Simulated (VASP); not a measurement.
# Si (Fd-3m) in VASP: a series of runs

One crystal, Si, is run at these levels: LDA, PBE; tasks: phonons.

All numbers are computed with VASP 6.6.1; they aren't measurements. Logs are shortened: lines on timing, memory, paths and dates and some standing lists are left out, and cuts for length are marked.

**1. Starting point**

It takes space group Fd-3m (No. 227, cubic). Conventional cell: a = 5.431 Å, b = 5.431 Å, c = 5.431 Å, α = 90.00°, β = 90.00°, γ = 90.00°. Around Si (site symmetry -43m) lie 4 Si at 2.35 Å.

**2. Phonons, LDA**

Contents of POSCAR:

```
Si
1.0
    0.0000000000      2.7155000000      2.7155000000
    2.7155000000      0.0000000000      2.7155000000
    2.7155000000      2.7155000000      0.0000000000
Si
2
Direct
    0.0000000000      0.0000000000      0.0000000000
    0.2500000000      0.2500000000      0.2500000000
```

Contents of INCAR.step1:

```
PREC = Accurate ; ENCUT = 600
EDIFF = 1E-8 ; ISMEAR = 0
SIGMA = 0.01 ; LREAL = F
LASPH = T ; NELM = 80
ALGO = Fast ; ISIF = 3
LWAVE = F ; LCHARG = F
GGA = CA ; IBRION = 2
NSW = 40 ; EDIFFG = -0.002
```

Contents of INCAR.step2:

```
PREC = Accurate ; ENCUT = 600
EDIFF = 1E-8 ; ISMEAR = 0
SIGMA = 0.01 ; LREAL = F
LASPH = T ; NELM = 80
ALGO = Fast ; ISIF = 2
LWAVE = F ; LCHARG = F
GGA = CA ; IBRION = 6
NFREE = 2 ; POTIM = 0.015
NSW = 1
```

Contents of KPOINTS:

```
Automatic mesh
0
Gamma
  10 10 10
```

Potentials or basis: VASP PAW LDA potentials, release 64 (Si).

Started as:

```sh
cat potpaw_LDA.64/Si/POTCAR > POTCAR
cp INCAR.step1 INCAR
mpirun -np 1 vasp_std > vasp.out
cp CONTCAR POSCAR
cp INCAR.step2 INCAR
mpirun -np 1 vasp_std > vasp.out
```

OUTCAR:

```text
PREC = Accurate
   ENCUT = 600
   EDIFF = 1E-8
   ISMEAR = 0
   LREAL = F
   LASPH = T
   NELM = 80
   ISIF = 2
   GGA = CA
   IBRION = 6
   NFREE = 2
   POTIM = 0.015
   NSW = 1

 ion  position               nearest neighbor table
   1  0.000  0.000  0.000-   2 2.34   2 2.34   2 2.34   2 2.34
   2  0.250  0.250  0.250-   1 2.34   1 2.34   1 2.34   1 2.34

  LATTYP: Found a face centered cubic cell.
 ALAT       =     5.4030154642

  Lattice vectors:

 A1 = (   0.0000000000,   2.7015077321,   2.7015077321)
 A2 = (   2.7015077321,   0.0000000000,   2.7015077321)
 A3 = (   2.7015077321,   2.7015077321,   0.0000000000)

Analysis of symmetry for initial positions (statically):
=====================================================================
 Subroutine PRICEL returns:
 Original cell was already a primitive cell.

 Routine SETGRP: Setting up the symmetry group for a
 face centered cubic supercell.

 Subroutine GETGRP returns: Found 48 space group operations
 (whereof 24 operations were pure point group operations)
 out of a pool of 48 trial point group operations.

The static configuration has the point symmetry T_d .
 The point group associated with its full space group is O_h .

Analysis of symmetry for dynamics (positions and initial velocities):
=====================================================================
 Subroutine PRICEL returns:
 Original cell was already a primitive cell.

 Routine SETGRP: Setting up the symmetry group for a
 face centered cubic supercell.

 Subroutine GETGRP returns: Found 48 space group operations
 (whereof 24 operations were pure point group operations)
 out of a pool of 48 trial point group operations.

The dynamic configuration has the point symmetry T_d .
 The point group associated with its full space group is O_h .

 Subroutine INISYM returns: Found 48 space group operations
 (whereof 24 operations are pure point group operations),
 and found     1 'primitive' translations

----------------------------------------------------------------------------------------

                                     Primitive cell

  volume of cell :      39.4320

  direct lattice vectors                    reciprocal lattice vectors
     0.000000000  2.701507732  2.701507732    -0.185081832  0.185081832  0.185081832
     2.701507732  0.000000000  2.701507732     0.185081832 -0.185081832  0.185081832
     2.701507732  2.701507732  0.000000000     0.185081832  0.185081832 -0.185081832

  length of vectors
     3.820508874  3.820508874  3.820508874     0.320571136  0.320571136  0.320571136

  position of ions in fractional coordinates (direct lattice)
     0.000000000  0.000000000  0.000000000
     0.250000000  0.250000000  0.250000000

  ion indices of the primitive-cell ions
   primitive index   ion index
                 1           1
                 2           2

----------------------------------------------------------------------------------------

 KPOINTS: Automatic mesh

Automatic generation of k-mesh.
 Grid dimensions read from file:
 generate k-points for:   10   10   10

 Generating k-lattice:

  Cartesian coordinates                     Fractional coordinates (reciprocal lattice)
    -0.018508183  0.018508183  0.018508183     0.100000000  0.000000000  0.000000000
     0.018508183 -0.018508183  0.018508183     0.000000000  0.100000000  0.000000000
     0.018508183  0.018508183 -0.018508183     0.000000000  0.000000000  0.100000000

  Length of vectors
     0.032057114  0.032057114  0.032057114

  Shift w.r.t. Gamma in fractional coordinates (k-lattice)
     0.000000000  0.000000000  0.000000000

 Subroutine IBZKPT returns following result:
[... 65 lines left out ...]
   EFERMI_NEDOS =   21; number of points for ismear=-14 and -15
   IALGO  =     68    algorithm
   IMIX   =      4    mixing-type and parameters
     AMIX     =   0.40;   BMIX     =  1.00
     AMIX_MAG =   1.60;   BMIX_MAG =  1.00
  volume/ion in A,a.u.               =      19.72       133.05
  Fermi-wavevector in a.u.,A,eV,Ry     =   0.961956  1.817834 12.590282  0.925360
  Thomas-Fermi vector in A             =   2.091373
   LORBIT       =      0    0 simple, 1 ext, 2 COOP (PROOUT), +10 PAW based schemes
   GGA     = CA    functional components
   LHFCALC =     F    Hartree Fock is set to
   AEXX    =    0.0000 exact exchange contribution
   IVDW    =     0    specifies the selected vdW correction
   LEPSILON=     F    determine dielectric tensor
   LRPA    =     F    only Hartree local field effects (RPA)
 finite differences with symmetry
 non-spin polarized calculation
 RMM-DIIS sequential band-by-band and
 Gauss-broadening in eV      SIGMA  =   0.01
  energy-cutoff  :      600.00
  volume of cell :       39.43
 maximum number of plane-waves:      1363
   NGX = 15   NGY = 15   NGZ = 15

--------------------------------------- Ionic step        1  -------------------------------------------

 number of electron       7.9999999 magnetization

 Free energy of the ion-electron system (eV)
  ---------------------------------------------------
  ext. energy  EPLUGINS =         0.00000000
  ---------------------------------------------------
  free energy    TOTEN  =       -11.91928985 eV

  energy without entropy =      -11.91928985  energy(sigma->0) =      -11.91928985

------------------------ aborting loop because EDIFF is reached ----------------------------------------

  FORCE on cell =-STRESS in cart. coord.  units (eV):
  Direction    XX          YY          ZZ          XY          YZ          ZX
  --------------------------------------------------------------------------------------
  -------------------------------------------------------------------------------------
  Total       -0.0011876     -0.0011876     -0.0011876      0.0000000      0.0000000     -0.0000000
  in kB       -0.0482545     -0.0482545     -0.0482545      0.0000000      0.0000000     -0.0000000
  external PRESSURE =      -0.0482545 kB  Pullay stress =       0.0000000 kB
[... 59 lines left out ...]
--------------------------------------- Ionic step        3  -------------------------------------------

 number of electron       8.0000000 magnetization

 Free energy of the ion-electron system (eV)
  ---------------------------------------------------
  ext. energy  EPLUGINS =         0.00000000
  ---------------------------------------------------
  free energy    TOTEN  =       -11.91776306 eV

  energy without entropy =      -11.91776306  energy(sigma->0) =      -11.91776306

 E-fermi :   6.0974     XC(G=0):  -9.6634

 val. band max:        5.9998375727   @ k =   0.0000   0.0000   0.0000
 cond. band min:       6.3789419470   @ k =   0.0000   0.4000   0.4000
 fundamental gap:      0.3791043743
 Fermi energy:         6.0973714482

 k-point     1 :       0.0000    0.0000    0.0000
  band No.  band energies     occupation
      1      -6.1354      2.00000
      2       5.8548      2.00000
      3       5.9278      2.00000
      4       5.9998      2.00000
      5       8.4152      0.00000
      6       8.4570      0.00000
      7       8.5004      0.00000
      8       9.3124      0.00000
[... 243 lines left out ...]
 k-point    24 :       0.4000    0.3000    0.0000
  band No.  band energies     occupation
      1      -3.9467      2.00000
      2       0.5024      2.00000
      3       2.9957      2.00000
      4       3.4584      2.00000
      5       6.8689      0.00000
      6       8.0602      0.00000
      7      12.8642      0.00000
      8      12.9693      0.00000

 [... further k-points ...]

------------------------ aborting loop because EDIFF is reached ----------------------------------------

  FORCE on cell =-STRESS in cart. coord.  units (eV):
  Direction    XX          YY          ZZ          XY          YZ          ZX
  --------------------------------------------------------------------------------------
  -------------------------------------------------------------------------------------
  Total       -0.0012170      0.0025697      0.0025697      0.0000000     -0.1491260      0.0000000
  in kB       -0.0494473      0.1044101      0.1044101      0.0000000     -6.0591989      0.0000000
  external PRESSURE =       0.0531243 kB  Pullay stress =       0.0000000 kB
[... 17 lines left out ...]
  FREE ENERGIE OF THE ION-ELECTRON SYSTEM (eV)
  ---------------------------------------------------
  free  energy   TOTEN  =       -11.9177630646 eV

  energy  without entropy=      -11.9177630646  energy(sigma->0) =      -11.91776306

 INTERNAL STRAIN TENSORS FROM DISPLACED ATOMS
 ============================================

 INTERNAL STRAIN TENSOR FOR ION    1 for displacements in x,y,z  (eV/Angst):
          X           Y           Z          XY          YZ          ZX
  --------------------------------------------------------------------------------
  x    -0.00000     0.00000     0.00000     0.00000     9.94229     0.00000
  y    -0.00000    -0.00000    -0.00000     0.00000     0.00000     9.94229
  z     0.00000     0.00000    -0.00000     9.94229     0.00000     0.00000

 INTERNAL STRAIN TENSOR FOR ION    2 for displacements in x,y,z  (eV/Angst):
          X           Y           Z          XY          YZ          ZX
  --------------------------------------------------------------------------------
  x     0.00000    -0.00000    -0.00000     0.00000    -9.94229     0.00000
  y     0.00000     0.00000     0.00000     0.00000     0.00000    -9.94229
  z    -0.00000    -0.00000     0.00000    -9.94229     0.00000     0.00000

 Eigenvectors and eigenvalues of the dynamical matrix
 ----------------------------------------------------

   1 f  =   15.370603 THz    96.576346 2PiTHz  512.708121 cm-1    63.567677 meV
             X         Y         Z           dx          dy          dz
      0.000000  0.000000  0.000000     0.707107    0.000000    0.000000
      1.350754  1.350754  1.350754    -0.707107    0.000000    0.000000
[... 16 lines left out ...]
   5 f  =    0.000000 THz     0.000000 2PiTHz    0.000000 cm-1     0.000000 meV
             X         Y         Z           dx          dy          dz
      0.000000  0.000000  0.000000     0.707107    0.000000    0.000000
      1.350754  1.350754  1.350754     0.707107    0.000000    0.000000

   6 f/i=    0.000000 THz     0.000001 2PiTHz    0.000004 cm-1     0.000001 meV
             X         Y         Z           dx          dy          dz
      0.000000  0.000000  0.000000     0.000000   -0.202291   -0.677553
      1.350754  1.350754  1.350754     0.000000   -0.202291   -0.677553

 ELASTIC MODULI CONTR FROM IONIC RELAXATION (kBar)
 Direction    XX          YY          ZZ          XY          YZ          ZX
 --------------------------------------------------------------------------------
 XX          -0.0000      0.0000      0.0000     -0.0000      0.0000      0.0000
 YY           0.0000     -0.0000     -0.0000     -0.0000     -0.0000      0.0000
 ZZ           0.0000     -0.0000     -0.0000      0.0000     -0.0000      0.0000
 XY          -0.0000     -0.0000      0.0000   -295.8765      0.0000      0.0000
 YZ           0.0000     -0.0000     -0.0000      0.0000   -295.8765      0.0000
 ZX           0.0000      0.0000      0.0000      0.0000      0.0000   -295.8765
 --------------------------------------------------------------------------------
```

Run time: 63 s. Hardware: 1 thread of Intel Xeon 6975P-C (Granite Rapids), shared host; peak memory 0.22 GiB.

Results:

```yaml
Relaxed_volume: 19.72 Å³/atom
Relaxed_cell: a = 3.821 Å, b = 3.821 Å, c = 3.821 Å, α = 60.00°, β = 60.00°, γ = 60.00°
Space_group_after_relaxing_to_0.05_Å: Fd-3m (No. 227)
Highest_phonon_frequency_at_Γ: 513 cm⁻¹
```

The path:
```csv
step,energy change (eV),largest force (eV/Å),pressure (GPa),volume (Å³)
1,0.0000,0.0000,-1.46,40.05
2,-0.0014,0.0000,1.08,39.00
3,-0.0028,0.0000,0.00,39.43
```

Final structure:
```xyz
2
Lattice="0.0000 2.7015 2.7015 2.7015 0.0000 2.7015 2.7015 2.7015 0.0000" Properties=species:S:1:pos:R:3 pbc="T T T"
Si    0.0000    0.0000    0.0000
Si    1.3508    1.3508    1.3508
```

Phonon frequencies in cm⁻¹ (negative: imaginary):
| q point | frequencies |
| --- | --- |
| (0.000, 0.000, 0.000) | 0 0 0 513 513 513 |

**3. Phonons, PBE**

POSCAR is that of step 2.

INCAR.step1: that of step 2 with these lines changed.

```diff
@@ -6,3 +6,3 @@
 LWAVE = F ; LCHARG = F
-GGA = CA ; IBRION = 2
+GGA = PE ; IBRION = 2
 NSW = 40 ; EDIFFG = -0.002
```

INCAR.step2: that of step 2 with these lines changed.

```diff
@@ -6,3 +6,3 @@
 LWAVE = F ; LCHARG = F
-GGA = CA ; IBRION = 6
+GGA = PE ; IBRION = 6
 NFREE = 2 ; POTIM = 0.015
```

KPOINTS is that of step 2.

Potentials or basis: VASP PAW PBE potentials, release 64 (Si).

Started as:

```sh
cat potpaw_PBE.64/Si/POTCAR > POTCAR
cp INCAR.step1 INCAR
mpirun -np 1 vasp_std > vasp.out
cp CONTCAR POSCAR
cp INCAR.step2 INCAR
mpirun -np 1 vasp_std > vasp.out
```

OUTCAR:

```text
PREC = Accurate
   ENCUT = 600
   EDIFF = 1E-8
   ISMEAR = 0
   LREAL = F
   LASPH = T
   NELM = 80
   ISIF = 2
   GGA = PE
   IBRION = 6
   NFREE = 2
   POTIM = 0.015
   NSW = 1

 ion  position               nearest neighbor table
   1  0.000  0.000  0.000-   2 2.37   2 2.37   2 2.37   2 2.37
   2  0.250  0.250  0.250-   1 2.37   1 2.37   1 2.37   1 2.37

  LATTYP: Found a face centered cubic cell.
 ALAT       =     5.4686207091

  Lattice vectors:

 A1 = (   0.0000000000,   2.7343103546,   2.7343103546)
[... 582 lines left out ...]
  --------------------------------------------------------------------------------
  x     0.00000    -0.00000    -0.00000     0.00000    -9.03462     0.00000
  y    -0.00000     0.00000    -0.00000     0.00000     0.00000    -9.03462
  z    -0.00000    -0.00000     0.00000    -9.03462     0.00000     0.00000

 Eigenvectors and eigenvalues of the dynamical matrix
 ----------------------------------------------------

   1 f  =   15.067165 THz    94.669791 2PiTHz  502.586534 cm-1    62.312760 meV
             X         Y         Z           dx          dy          dz
      0.000000  0.000000  0.000000     0.000000   -0.216413   -0.673176
      1.367155  1.367155  1.367155     0.000000    0.216413    0.673176
[... 16 lines left out ...]
   5 f  =    0.000000 THz     0.000000 2PiTHz    0.000000 cm-1     0.000000 meV
             X         Y         Z           dx          dy          dz
      0.000000  0.000000  0.000000     0.707107    0.000000    0.000000
      1.367155  1.367155  1.367155     0.707107    0.000000    0.000000

   6 f/i=    0.000000 THz     0.000001 2PiTHz    0.000007 cm-1     0.000001 meV
             X         Y         Z           dx          dy          dz
      0.000000  0.000000  0.000000     0.000000    0.162549    0.688170
      1.367155  1.367155  1.367155     0.000000    0.162549    0.688170

 ELASTIC MODULI CONTR FROM IONIC RELAXATION (kBar)
 Direction    XX          YY          ZZ          XY          YZ          ZX
 --------------------------------------------------------------------------------
 XX          -0.0000     -0.0000     -0.0000     -0.0000      0.0000     -0.0000
 YY          -0.0000     -0.0000     -0.0000     -0.0000     -0.0000      0.0000
 ZZ          -0.0000     -0.0000     -0.0000      0.0000     -0.0000     -0.0000
 XY          -0.0000     -0.0000      0.0000   -245.2169      0.0000      0.0000
 YZ           0.0000     -0.0000     -0.0000      0.0000   -245.2169      0.0000
 ZX          -0.0000      0.0000     -0.0000      0.0000      0.0000   -245.2169
 --------------------------------------------------------------------------------
```

OUTCAR.step1:

```text
PREC = Accurate
   ENCUT = 600
   EDIFF = 1E-8
   ISMEAR = 0
   LREAL = F
   LASPH = T
   NELM = 80
   ISIF = 3
[... 558 lines left out ...]
  -------------------------------------------------------------------------------------
  Total        0.0013114      0.0013114      0.0013114     -0.0000000     -0.0000000      0.0000000
  in kB        0.0513884      0.0513884      0.0513884     -0.0000000     -0.0000000      0.0000000
  external PRESSURE =       0.0513884 kB  Pullay stress =       0.0000000 kB
[... 17 lines left out ...]
  FREE ENERGIE OF THE ION-ELECTRON SYSTEM (eV)
  ---------------------------------------------------
  free  energy   TOTEN  =       -10.8493004289 eV

  energy  without entropy=      -10.8493004289  energy(sigma->0) =      -10.84930043

 reached required accuracy - stopping structural energy minimisation
```

Wall time 74 s (1 thread of Intel Xeon 6975P-C (Granite Rapids), shared host); peak memory 0.24 GiB.

What came out:

```yaml
Relaxed_volume: 20.44 Å³/atom
Relaxed_cell: a = 3.867 Å, b = 3.867 Å, c = 3.867 Å, α = 60.00°, β = 60.00°, γ = 60.00°
Space_group_after_relaxing_to_0.05_Å: Fd-3m (No. 227)
Highest_phonon_frequency_at_Γ: 503 cm⁻¹
```

Step by step:
```
step  energy change (eV)  largest force (eV/Å)  pressure (GPa)  volume (Å³)
   1              0.0000                0.0000            1.93        40.05
   2             -0.0027                0.0000           -1.21        41.46
   3             -0.0050                0.0000            0.01        40.89
```

Final structure:
```yaml
crystal:
  lattice:
    - [0.00000, 2.73431, 2.73431]
    - [2.73431, 0.00000, 2.73431]
    - [2.73431, 2.73431, 0.00000]
  atoms:
    - { symbol: Si, position: [0.00000, 0.00000, 0.00000] }
    - { symbol: Si, position: [0.25000, 0.25000, 0.25000] }
```

Phonon frequencies in cm⁻¹ (negative: imaginary):
| q point | frequencies |
| --- | --- |
| (0.000, 0.000, 0.000) | 0 0 0 503 503 503 |
